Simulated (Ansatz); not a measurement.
Two G0W0 runs on SiB2P2C (zincblende [110] superlattice).

The cell holds 12 atoms: 4 B, 4 P, 2 Si and 2 C. Its edges and angles: a = 3.163 Å, b = 4.487 Å, c = 9.521 Å, α = 90.0°, β = 90.0°, γ = 90.0°. It derives from BP. Regions: BP, 8 atoms (4 B and 4 P); SiC, 4 atoms (2 Si and 2 C). The structure's axis is c.

```xyz
12
Lattice="3.1626 0.0000 0.0000 0.0000 4.4867 0.0000 0.0000 0.0000 9.5214" Properties=species:S:1:pos:R:3 pbc="T T T"
B     0.0000   -0.1238    0.7032
P     1.5813    1.0276    0.8733
B     1.5813    2.1572    2.4574
P     0.0000    3.2856    2.3727
B     0.0000   -0.0861    3.9747
P     1.5813    1.0423    4.0593
B     1.5813    2.1195    5.7289
P     0.0000    3.2710    5.5588
Si    0.0000    0.2212    7.3058
C     1.5813    1.2839    7.1607
Si    1.5813    2.4646    8.6477
C     0.0000    3.5273    8.7928
```

The structure was relaxed with PBEsol. The runs that relaxed it are not among those shown.

The first (Ansatz 0.2.0; start PBEsol, 4×4×2 mesh, 353 empty bands, screening to 110 eV, PAW set soft_1 files; 4 threads of Arm Neoverse V1, shared host) gave, on its mesh: starting gap 0.79 eV, G0W0 gap 1.52 eV, RPA ε∞ (mean) 9.44, 5.2 min.

Q: The second changes empty bands from 353 to 89 and screening cutoff (eV) from 110.0 to 44. What does it give?

It gave: starting gap 0.79 eV, G0W0 gap 1.23 eV, RPA ε∞ (mean) 9.78, 38 s. The G0W0 gap moves by −0.30 eV, +0.00 eV from the start and −0.30 eV from the correction. Σc changes by +0.75 eV at the valence top and +0.45 eV at the conduction bottom, and Σx − Vxc between them by +0.00 eV.

Limits: not at the basis limit; coarse k mesh.

[Paths, hosts, dates, memory and timing lines, banners, echoed tables and standing remarks are left out of the program output.]

[Logs are printed without paths, hosts, clocks, repeated set-up lines and the standing remarks that a program may print on its own settings, such as how far it seeks lower states.]

[Runs of the session that timed out or met a known fault of the program may be left out.]

[Cells called generated may have been cut or substituted from an entry of the Crystallography Open Database or the Materials Project.]

[Hosts, paths, dates, database ids (printed as entryN), source tags and the programs' standing remarks are cut or masked in the printed files.]
